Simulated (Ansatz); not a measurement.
# SnO: the cost of one run

Computed with Ansatz 0.2.0 (DFT PBE, scalar-relativistic, plane waves, PAW, unless a step's input says otherwise).

## (1) The structure to begin with

Symmetry: Cmce, No. 64, orthorhombic system. Conventional cell: a = 5.474 Å, b = 5.476 Å, c = 10.222 Å, α = 90.00°, β = 90.00°, γ = 90.00°. Around Sn (site symmetry m) lie 4 O at 2.25 to 2.26 Å. O (site symmetry 2) is surrounded by 4 Sn at 2.25 to 2.26 Å.

As a file:

```cif
data_structure
_symmetry_space_group_name_H-M 'Cmce'
_symmetry_Int_Tables_number 64
_cell_length_a 5.4738
_cell_length_b 5.4756
_cell_length_c 10.2220
_cell_angle_alpha 90.000
_cell_angle_beta 90.000
_cell_angle_gamma 90.000
_cell_volume 306.38
loop_
_atom_site_label
_atom_site_type_symbol
_atom_site_symmetry_multiplicity
_atom_site_Wyckoff_symbol
_atom_site_fract_x
_atom_site_fract_y
_atom_site_fract_z
_atom_site_occupancy
Sn1 Sn 8 f 0.50000 0.76345 0.86386 1
O1 O 8 e 0.25000 0.98806 0.25000 1
```

The start is a polymorph listed in a database, not an invented cell.

## (2) A first look at the guess

File input.yaml:

```yaml
crystal:
  lattice:
    - [2.73691201, -2.73779607, 0.0]
    - [2.73691201, 2.73779607, 0.0]
    - [0.0, 0.0, 10.22196007]
  atoms:
    - { symbol: Sn, position: [0.73654699, 0.26345301, 0.86385799] }
    - { symbol: Sn, position: [0.26345301, 0.73654699, 0.13614201] }
    - { symbol: Sn, position: [0.76345301, 0.23654699, 0.36385799] }
    - { symbol: Sn, position: [0.23654699, 0.76345301, 0.63614201] }
    - { symbol: O, position: [0.261944, 0.238056, 0.25] }
    - { symbol: O, position: [0.738056, 0.761944, 0.75] }
    - { symbol: O, position: [0.238056, 0.261944, 0.75] }
    - { symbol: O, position: [0.761944, 0.738056, 0.25] }
basis:
  ecutwfc: 420
kpoints:
  mp_grid: { grid: [4, 4, 2] }
hamiltonian:
  xc: pbe
scf:
  occupations: { method: gaussian, width: 0.1 }
  lower_state_search: "off"
output:
  forces: true
  stress: true
  eigenvalues: true
```

The run is started by

```
$ ansatz run input.yaml --threads 1 --pin off --max-ram 2560MiB --backend cpu --events-out ev --progress --plain --runs-dir out
```

**Question.** How long does this run take on 1 thread of Intel Xeon 6975P-C (Granite Rapids), shared host, and how much memory does it need?

About 3.1 s, with a peak of 0.44 GiB.
